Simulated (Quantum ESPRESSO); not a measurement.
Crystal: GaAs.

```
As Ga
1.0
     0.00000    2.70893    2.70893
     2.70893    0.00000    2.70893
     2.70893    2.70893    0.00000
As Ga
1 1
Direct
  0.75000 0.75000 0.75000
  0.00000 0.00000 0.00000
```

The cell isn't the ideal one: volume scaled by 0.88.

| Property | Result |
| --- | --- |
| Program | Quantum ESPRESSO 7.5 |
| Task | Berry-phase polarisation |
| Functional | LDA |
| Potentials or basis | JTH 2.0 LDA |
| Cutoff | 490 eV |
| Density cutoff | 2939 eV |
| k mesh | 6 × 6 × 6 |
| Occupations | fermi-dirac, width 0.05 eV |
| Spin | no spin polarisation |
| Form of the LDA correlation | PW92 |
| Mixing beta | 0.5 |
| Most SCF iterations | 120 |
| SCF threshold | 4e-10 Ry |
| k points per string | 12 × 12 × 12 |

The first run showed a gap, so the response started from a second, tighter run with fixed occupations.

Question: What formal polarisation does the Berry-phase calculation give along the three lattice vectors?

Answer: 1.157, 1.157, 1.157 C/m², each defined up to a quantum of 1.544, 1.544, 1.544 C/m², that is 0.750, 0.750, 0.750 of the quanta. A formal value alone isn't measurable: only its change along an insulating path is.

Berry phases in units of 2π:
| direction | ionic | electronic | their sum is defined modulo |
| --- | --- | --- | --- |
| a1 | 0.250 | 0.500 | 1 |
| a2 | 0.250 | 0.500 | 1 |
| a3 | 0.250 | 0.500 | 1 |

Caveat: with symmetry on, the polarisation can be off by several percent.
